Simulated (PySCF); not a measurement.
Isomers of [C3H10N]+ and their computed core-level spectra.

Method used: delta-SCF UKS SCAN, pcX-2 on the ionised atom, pcseg-1 elsewhere, spin-free X2C (PySCF 2.14.0). Geometries: PBE0-D3(BJ)/def2-SVP; isolated species, one conformer each.

Line lists (1s up to Mg, 2p3/2 beyond; areas count atoms within a level, one atom standing for each set equivalent by bonding):
1. C 1s: 295.75 (area 2), 297.80 (area 1) eV; N 1s: 414.59 eV
2. C 1s: 295.15 (area 1), 295.80 (area 1), 297.82 (area 1) eV; N 1s: 414.85 eV
3. C 1s: 295.78 (area 1), 297.61 (area 1), 297.74 (area 1) eV; N 1s: 414.23 eV
4. C 1s: 297.53 eV; N 1s: 413.97 eV

Structures:
A. `C[NH+](C)C`
B. `CC(C)[NH3+]`
C. `CC[NH2+]C`
D. `CCC[NH3+]`

Q: Which list belongs to which compound?

A: 
- 1 = B: no other candidate has these counts of sites. C 1s: 295.75 methyl carbon (×2), 297.80 sp3 carbon bound to nitrogen; N 1s: 414.59 ammonium nitrogen.
- 2 = D: another candidate has the same counts of sites, so positions decide. C 1s: 295.15 methyl carbon, 295.80 chain CH2 carbon, 297.82 sp3 carbon bound to nitrogen; N 1s: 414.85 ammonium nitrogen.
- 3 = C: another candidate has the same counts of sites, so positions decide. C 1s: 295.78 methyl carbon, 297.61 sp3 carbon bound to nitrogen, 297.74 N-methyl carbon; N 1s: 414.23 ammonium nitrogen.
- 4 = A: no other candidate has these counts of sites. C 1s: 297.53 N-methyl carbon (×3); N 1s: 413.97 ammonium nitrogen.
